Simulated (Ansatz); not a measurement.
Al: how the axes shrink under pressure

Al, P6_3/mmc, a = 2.804 Å, c = 4.676 Å. This isn't the element's structure at ambient conditions. Ansatz: PBE+D3(BJ), PAW, 420 eV, Γ-centred 18×18×10 mesh on 2 atoms, Gaussian smearing 0.10 eV; no spin polarisation. Cell and atoms are relaxed at each pressure, and no other structure is tried, so the rows at high pressure may lie past a change of phase. y = 100 ln(c/c0) with c0 = 4.6764 Å, so nearly a change in per cent. The pressures are the targets, met within 0.03 GPa.

| P (GPa) | y | 100 ln(a/a0) |
| --- | --- | --- |
| -1.0 | ? | ? |
| 0.0 | 0.00 | 0.00 |
| 1.0 | -0.41 | -0.41 |
| 4.0 | -1.49 | -1.46 |
| 12.0 | -5.52 | -2.93 |
| 25.0 | -8.18 | -5.78 |
| 50.0 | -11.81 | -9.65 |
| 90.0 | -16.12 | -13.68 |

Problem. Fit y = c1 P + c2 P² to the other rows, give the linear compressibility along c, and predict the missing y.

Solution. Least squares on the rows shown. y = −0.36015 P + 0.0020452 P². The linear compressibility along c is −c1/100 = 3.60 per TPa, against 2.55 along a from the same fit to the last column (its missing entry is 0.40): the crystal is softer along c at low pressure. The runs next to zero pressure give 4.10 and 4.00, so a parabola over the whole range misstates the start. With a term in P³ added, the coefficient of P becomes -0.4983, 38 % more, which shows how far this figure hangs on the form. At P = -1.0 the fit asked for gives 0.36. The run gave 0.42, so the fit is 0.06 too low, within the rms miss on the fitted rows (0.78): the form describes this series only roughly. The parabola turns at P = 88.0, between the two outer rows, which can neither show nor exclude a turn there.

The mesh isn't the same in all rows (18×18×10, 21×21×10).